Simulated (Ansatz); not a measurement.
## I under changes of volume

One of the cells (44.630 Å³/atom); the others are scaled copies at fixed shape and fractional positions:

```
I
1.0
    -1.61746    1.61746    4.26481
     1.61746   -1.61746    4.26481
     1.61746    1.61746   -4.26481
I
1
Direct
  0.00000 0.00000 0.00000
```

```yaml
Program: Ansatz 0.2.0
Functional: PBE
Potentials_or_basis: all-electron LAPW, scalar-relativistic
Cutoff: 175 eV (chosen from the basis error)
Basis_error_allowed: 0.0005 eV/atom
k_mesh: 11 × 11 × 11
Occupations: fermi-dirac, width 0.05 eV
Spin: no spin polarisation
```

```csv
volume (Å³/atom),energy over the lowest point (meV/atom),pressure (GPa)
41.952,15.47,1.8
42.845,7.13,1.2
43.737,2.11,0.6
44.630,0.00,0.2
45.522,0.47,-0.3
46.415,3.21,-0.7
47.308,?,?
```

Q: What does the run at 47.308 Å³/atom give?

A: Energy over the lowest point 7.96 meV/atom; pressure -1.0 GPa.

Worked out: A Birch-Murnaghan fit of order 3 (a polynomial in V^(-2/3)) to the other rows has its minimum at 44.90 Å³/atom with B0 = V·E''(V) = 22 GPa and B' = 5.3 at fixed shape and positions, which overstates the stiffness. It gives 7.95 meV/atom at 47.308 Å³/atom, against the run's 7.96, and -dE/dV = -1.0 GPa, against -1.0.

Energies are extrapolated to zero smearing.

Caveats: an odd number of electrons without spin polarisation forces a metal; a magnetic or distorted state may lie lower.
